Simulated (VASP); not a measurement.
Set up this calculation in VASP 6.6.1, as the native input.

* Task: electrostatic potential
* Functional: LDA
* Potentials or basis: VASP PAW LDA potentials, release 64 (Ir)
* Cutoff: 520 eV
* k mesh: 7 × 7 × 7
* Occupations: methfessel-paxton, width 0.1 eV
* Spin: no spin polarisation
* Hubbard terms: Ir d U = 1 eV
* Further INCAR settings: ALGO = Normal; EDIFF = 1e-07

The structure of Ir lies in Ir.cif:

```cif
data_Ir
_cell_length_a 3.88161631
_cell_length_b 3.88161631
_cell_length_c 3.88161631
_cell_angle_alpha 90.00000000
_cell_angle_beta 90.00000000
_cell_angle_gamma 90.00000000
_space_group_name_H-M_alt 'Fm-3m'
_space_group_name_Hall '-F 4 2 3'
_space_group_IT_number 225
loop_
_space_group_symop_operation_xyz
'x,y,z'
'-x,-y,-z'
'-y,x,z'
'y,-x,-z'
'-x,-y,z'
'x,y,-z'
'y,-x,z'
'-y,x,-z'
'x,-y,-z'
'-x,y,z'
'-y,-x,-z'
'y,x,z'
'-x,y,-z'
'x,-y,z'
'y,x,-z'
'-y,-x,z'
'z,x,y'
'-z,-x,-y'
'z,-y,x'
'-z,y,-x'
'z,-x,-y'
'-z,x,y'
'z,y,-x'
'-z,-y,x'
'-z,x,-y'
'z,-x,y'
'-z,-y,-x'
'z,y,x'
'-z,-x,y'
'z,x,-y'
'-z,y,x'
'z,-y,-x'
'y,z,x'
'-y,-z,-x'
'x,z,-y'
'-x,-z,y'
'-y,z,-x'
'y,-z,x'
'-x,z,y'
'x,-z,-y'
'-y,-z,x'
'y,z,-x'
'-x,-z,-y'
'x,z,y'
'y,-z,-x'
'-y,z,x'
'x,-z,y'
'-x,z,-y'
'x,y+1/2,z+1/2'
'-x,-y+1/2,-z+1/2'
'-y,x+1/2,z+1/2'
'y,-x+1/2,-z+1/2'
'-x,-y+1/2,z+1/2'
'x,y+1/2,-z+1/2'
'y,-x+1/2,z+1/2'
'-y,x+1/2,-z+1/2'
'x,-y+1/2,-z+1/2'
'-x,y+1/2,z+1/2'
'-y,-x+1/2,-z+1/2'
'y,x+1/2,z+1/2'
'-x,y+1/2,-z+1/2'
'x,-y+1/2,z+1/2'
'y,x+1/2,-z+1/2'
'-y,-x+1/2,z+1/2'
'z,x+1/2,y+1/2'
'-z,-x+1/2,-y+1/2'
'z,-y+1/2,x+1/2'
'-z,y+1/2,-x+1/2'
'z,-x+1/2,-y+1/2'
'-z,x+1/2,y+1/2'
'z,y+1/2,-x+1/2'
'-z,-y+1/2,x+1/2'
'-z,x+1/2,-y+1/2'
'z,-x+1/2,y+1/2'
'-z,-y+1/2,-x+1/2'
'z,y+1/2,x+1/2'
'-z,-x+1/2,y+1/2'
'z,x+1/2,-y+1/2'
'-z,y+1/2,x+1/2'
'z,-y+1/2,-x+1/2'
'y,z+1/2,x+1/2'
'-y,-z+1/2,-x+1/2'
'x,z+1/2,-y+1/2'
'-x,-z+1/2,y+1/2'
'-y,z+1/2,-x+1/2'
'y,-z+1/2,x+1/2'
'-x,z+1/2,y+1/2'
'x,-z+1/2,-y+1/2'
'-y,-z+1/2,x+1/2'
'y,z+1/2,-x+1/2'
'-x,-z+1/2,-y+1/2'
'x,z+1/2,y+1/2'
'y,-z+1/2,-x+1/2'
'-y,z+1/2,x+1/2'
'x,-z+1/2,y+1/2'
'-x,z+1/2,-y+1/2'
'x+1/2,y,z+1/2'
'-x+1/2,-y,-z+1/2'
'-y+1/2,x,z+1/2'
'y+1/2,-x,-z+1/2'
'-x+1/2,-y,z+1/2'
'x+1/2,y,-z+1/2'
'y+1/2,-x,z+1/2'
'-y+1/2,x,-z+1/2'
'x+1/2,-y,-z+1/2'
'-x+1/2,y,z+1/2'
'-y+1/2,-x,-z+1/2'
'y+1/2,x,z+1/2'
'-x+1/2,y,-z+1/2'
'x+1/2,-y,z+1/2'
'y+1/2,x,-z+1/2'
'-y+1/2,-x,z+1/2'
'z+1/2,x,y+1/2'
'-z+1/2,-x,-y+1/2'
'z+1/2,-y,x+1/2'
'-z+1/2,y,-x+1/2'
'z+1/2,-x,-y+1/2'
'-z+1/2,x,y+1/2'
'z+1/2,y,-x+1/2'
'-z+1/2,-y,x+1/2'
'-z+1/2,x,-y+1/2'
'z+1/2,-x,y+1/2'
'-z+1/2,-y,-x+1/2'
'z+1/2,y,x+1/2'
'-z+1/2,-x,y+1/2'
'z+1/2,x,-y+1/2'
'-z+1/2,y,x+1/2'
'z+1/2,-y,-x+1/2'
'y+1/2,z,x+1/2'
'-y+1/2,-z,-x+1/2'
'x+1/2,z,-y+1/2'
'-x+1/2,-z,y+1/2'
'-y+1/2,z,-x+1/2'
'y+1/2,-z,x+1/2'
'-x+1/2,z,y+1/2'
'x+1/2,-z,-y+1/2'
'-y+1/2,-z,x+1/2'
'y+1/2,z,-x+1/2'
'-x+1/2,-z,-y+1/2'
'x+1/2,z,y+1/2'
'y+1/2,-z,-x+1/2'
'-y+1/2,z,x+1/2'
'x+1/2,-z,y+1/2'
'-x+1/2,z,-y+1/2'
'x+1/2,y+1/2,z'
'-x+1/2,-y+1/2,-z'
'-y+1/2,x+1/2,z'
'y+1/2,-x+1/2,-z'
'-x+1/2,-y+1/2,z'
'x+1/2,y+1/2,-z'
'y+1/2,-x+1/2,z'
'-y+1/2,x+1/2,-z'
'x+1/2,-y+1/2,-z'
'-x+1/2,y+1/2,z'
'-y+1/2,-x+1/2,-z'
'y+1/2,x+1/2,z'
'-x+1/2,y+1/2,-z'
'x+1/2,-y+1/2,z'
'y+1/2,x+1/2,-z'
'-y+1/2,-x+1/2,z'
'z+1/2,x+1/2,y'
'-z+1/2,-x+1/2,-y'
'z+1/2,-y+1/2,x'
'-z+1/2,y+1/2,-x'
'z+1/2,-x+1/2,-y'
'-z+1/2,x+1/2,y'
'z+1/2,y+1/2,-x'
'-z+1/2,-y+1/2,x'
'-z+1/2,x+1/2,-y'
'z+1/2,-x+1/2,y'
'-z+1/2,-y+1/2,-x'
'z+1/2,y+1/2,x'
'-z+1/2,-x+1/2,y'
'z+1/2,x+1/2,-y'
'-z+1/2,y+1/2,x'
'z+1/2,-y+1/2,-x'
'y+1/2,z+1/2,x'
'-y+1/2,-z+1/2,-x'
'x+1/2,z+1/2,-y'
'-x+1/2,-z+1/2,y'
'-y+1/2,z+1/2,-x'
'y+1/2,-z+1/2,x'
'-x+1/2,z+1/2,y'
'x+1/2,-z+1/2,-y'
'-y+1/2,-z+1/2,x'
'y+1/2,z+1/2,-x'
'-x+1/2,-z+1/2,-y'
'x+1/2,z+1/2,y'
'y+1/2,-z+1/2,-x'
'-y+1/2,z+1/2,x'
'x+1/2,-z+1/2,y'
'-x+1/2,z+1/2,-y'
loop_
_atom_site_label
_atom_site_type_symbol
_atom_site_symmetry_multiplicity
_atom_site_Wyckoff_symbol
_atom_site_fract_x
_atom_site_fract_y
_atom_site_fract_z
_atom_site_occupancy
Ir1 Ir 4 a 0.0000000000 0.0000000000 0.0000000000 1
```

The structure of Ir lies in POSCAR:

```
Ir
 1.0000000000000000
     3.8816163100000001    0.0000000000000000    0.0000000000000000
     0.0000000000000000    3.8816163100000001    0.0000000000000000
     0.0000000000000000    0.0000000000000000    3.8816163100000001
 Ir 
   4
Cartesian
  0.0000000000000000  0.0000000000000000  0.0000000000000000
  0.0000000000000000  1.9408081550000000  1.9408081550000000
  1.9408081550000000  0.0000000000000000  1.9408081550000000
  1.9408081550000000  1.9408081550000000  0.0000000000000000
```

The cell isn't the ideal one: volume scaled by 1.04.

One way to write it, as run:

INCAR

```
PREC = Accurate ; ENCUT = 520
EDIFF = 1E-7 ; ISMEAR = 1
SIGMA = 0.1 ; LREAL = F
LASPH = T ; NELM = 60
ALGO = Normal ; ISIF = 2
LWAVE = F ; LCHARG = T
LMAXMIX = 4 ; LDAU = T
LDAUTYPE = 2 ; LDAUL = 2
LDAUU = 1 ; LDAUJ = 0
LDAUPRINT = 1 ; LVHAR = T
```

KPOINTS

```
Automatic mesh
0
Gamma
  7 7 7
```

Potentials or basis: VASP PAW LDA potentials, release 64 (Ir).

The run is started by

```console
$ ase convert -i cif -o vasp Ir.cif POSCAR
$ cat potpaw_LDA.64/Ir/POTCAR > POTCAR
$ mpirun -np 1 vasp_std > vasp.out
```

It gave:

* Pressure: -20.5 GPa
* Band gap on the k mesh: none (metal or under the smearing width)

Caveat: U without spin polarisation on a metal has little footing; the U is typed as a test and isn't derived for this compound.

Wall time 15 s on 1 thread of Intel(R) Xeon(R) 6975P-C (Granite Rapids), on a shared host, peak memory 0.14 GiB.
